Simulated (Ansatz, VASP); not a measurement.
# Two plane-wave programs on CuH5

```
Cu H
1.0
     0.00000    2.43059    2.43059
     2.43059    0.00000    2.43059
     2.43059    2.43059    0.00000
Cu H
1 5
Direct
  0.00000 0.00000 0.00000
  0.75000 0.75000 0.75000
  0.39950 0.39950 0.80151
  0.39950 0.80151 0.39950
  0.80151 0.39950 0.39950
  0.39950 0.39950 0.39950
```

Change from the starting cell: species swapped into the ZrNi5 type (F-43m, No. 216).

Alike in both runs: functional PBE; k mesh 14 × 14 × 14; occupations gaussian, width 0.1 eV; no spin polarisation.

Ansatz relaxed the structure, and its values are those at the end. VASP's run is a single point on that final structure, the one shown.

|  | VASP | Ansatz |
| --- | --- | --- |
| version | VASP 6.6.1 | Ansatz 0.2.0 |
| potentials or method | VASP PAW PBE potentials, release 64 (Cu, H) | scalar-relativistic, plane waves, PAW |
| plane-wave cutoff (eV) | 520 | 420 |
| valence electrons in the cell | 16 | 24 |

|  | VASP | Ansatz | Ansatz less VASP |
| --- | --- | --- | --- |
| gap on the k mesh at the Fermi level (eV) | none | none | - |
| pressure (GPa) | -0.2 | 0.0 | +0.17 |

A gap of «none» marks a metal or a gap that the smearing closes. With one functional, cell and mesh, what is left measures potentials, basis and numerics. The two sets of potentials don't hold the same shells in valence.
